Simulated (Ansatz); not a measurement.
NaI in the rocksalt structure, relaxed with r2SCAN, was run in Ansatz under altered settings. All numbers are computed, without spin polarisation but where a row says otherwise.

```
Na I
1.0
     0.00000    3.22972    3.22972
     3.22972    0.00000    3.22972
     3.22972    3.22972    0.00000
Na I
1 1
Direct
  0.00000 0.00000 0.00000
  0.50000 0.50000 0.50000
```

The base run's other keys:
```yaml
kpoints:
  mp_grid: { grid: [6, 6, 6] }
hamiltonian:
  xc: pbe
scf:
  occupations: { method: fixed }
  n_extra_bands: 4
```

It takes 8 iterations with 1363 plane waves at 420 eV and 16 k points, and leaves a mean stress of +0.53 GPa. The gap over this mesh is 3.661 eV.

Outcomes, with energy and stress as changes against the base:
```csv
setting,outcome,ΔF (meV/atom),Δ mean stress (GPa),gap on the mesh (eV),iterations
crystal.symmetry.detect: false,converged,0.0,0.00,3.661,10
scf.occupations: gaussian 0.2,converged,0.0,0.00,3.661,7
scf.mixing.preconditioner: none,converged,0.0,0.00,3.661,8
scf.n_extra_bands: 24,converged,0.0,0.00,3.661,10
scf.occupations: cold 0.001,converged,0.0,0.00,3.661,7
magnetization.initial_magnetization: 6.0,refused,–,–,–,–
scf.n_extra_bands: 1,converged,0.0,0.00,3.661,6
"kpoints.mp_grid.grid: [2, 2, 2]",converged,+212,+2.30,3.593,6
scf.max_iter: 5,not converged,–,–,–,5
basis.ecutwfc: 160,"converged, warned",+31486,+7.12,3.532,8
basis.ecutwfc: 250,"converged, warned",+704,-0.21,3.633,6
hamiltonian.xc: pw91,refused,–,–,–,–
hamiltonian.xc: r2scan (cutoff then 500 eV),converged,–,-0.52,4.448,6
```
A dash marks a value that wasn't obtained or can't be compared. Stress is positive in compression.

- magnetization.initial_magnetization: 6.0. The program doesn't start. Error: inconsistent input (scf.occupations.method, magnetization): a σ = 0 step fill (method: fixed, or a smearing width below the step floor) with no hard lock on the total moment puts the same N_el/2 bands in each spin channel, which gives a total moment of zero, but the starting moments sum to +6.0000 μB […]
- kpoints.mp_grid.grid: [2, 2, 2]. The free energy moves by +212 meV an atom, the mean stress by +2.30 GPa and the gap on the mesh by -0.068 eV (to 3.593). The mesh is too coarse.
- scf.max_iter: 5. The calculation stopped without meeting its thresholds. It stopped after 5 iterations; the base needs 8. Nothing that it printed is a property of the solid. Error: did not converge after 5 iterations: dr2 = 1.80e-6 (threshold 1.00e-7), under the density mixer `msr1`, which `scf.mixing.algorithm: auto` chose by the deck's other keys (type `scf.mixing.algorithm: msr1` to keep it) […]
- basis.ecutwfc: 160. 331 plane waves in place of 1363. The free energy moves by +31486 meV an atom, the mean stress by +7.12 GPa and the gap on the mesh by -0.128 eV (to 3.532). The basis is too small: these are errors of the cutoff. Warned: cutoff below recommended.
- basis.ecutwfc: 250. 609 plane waves in place of 1363. The free energy moves by +704 meV an atom, the mean stress by -0.21 GPa and the gap on the mesh by -0.028 eV (to 3.633). The basis is too small: these are errors of the cutoff. Warned: cutoff below recommended.
- hamiltonian.xc: pw91. The program doesn't start. Error: YAML parse error: line 12 column 7: hamiltonian.xc: unknown variant `pw91`, expected one of […]
- hamiltonian.xc: r2scan. The cutoff follows the functional, from 420 to 500 eV. The mean stress moves by -0.52 GPa and the gap on the mesh by +0.788 eV (to 4.448). It's another functional on the same cell, so totals aren't comparable.

Within 1 meV an atom, 0.1 GPa and 0.005 eV of the base stay: crystal.symmetry.detect: false; scf.occupations: gaussian 0.2; scf.mixing.preconditioner: none; scf.n_extra_bands: 24; scf.occupations: cold 0.001; scf.n_extra_bands: 1.

Spin-orbit coupling is left out, which matters wherever the heavy atoms make up the band edges.
